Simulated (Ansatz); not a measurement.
The calculation used Ansatz 0.2.0, DFT PBE, scalar-relativistic, plane waves, PAW. Settings: cutoff 420 eV, Γ-centred meshes spaced at most about 0.3 Å⁻¹, and about 0.25 Å⁻¹ or finer for metals (2π included), Gaussian smearing. No spin polarisation in the final relaxations.

Temperature and zero-point effects are left out. All come from trial cells, and lower structures may exist.

Problem. Order these relaxed structures of Se by energy, lowest first, with the energy over the lowest of them.
A.

```xyz
2
Lattice="4.9592 0.0000 0.0000 -2.4796 4.2948 0.0000 0.0000 0.0000 2.6496" Properties=species:S:1:pos:R:3 pbc="T T T"
Se    0.0000    2.8632    0.0000
Se    2.4796    1.4316    0.0000
```

B.

```xyz
1
Lattice="2.6350 0.0000 0.0000 0.0000 2.6350 0.0000 0.0000 0.0000 4.3544" Properties=species:S:1:pos:R:3 pbc="T T T"
Se    1.3175    1.3175    0.0000
```

Solution. B (0 meV/atom), A (111 meV/atom). Forms: B P4/mmm; A P6/mmm. Counting all near atoms (those within 1.25 times the shortest such distance or 1.15 times the sum of covalent radii, 1.27 where that leaves under three): B has Se 4; A has Se 5.

Weakly bound directions are ill-defined at this level, which has no dispersion term (P4/mmm), and this can change margins and order among such cells. Cells relaxed within their symmetry can be saddle points. The part of the Crystallography Open Database at hand lists Se in space groups No. 14, 148, 152, 154, 166 and others; no cell shown has one of them. Some candidate types were left out of the draw beforehand, so a known form may be missing.
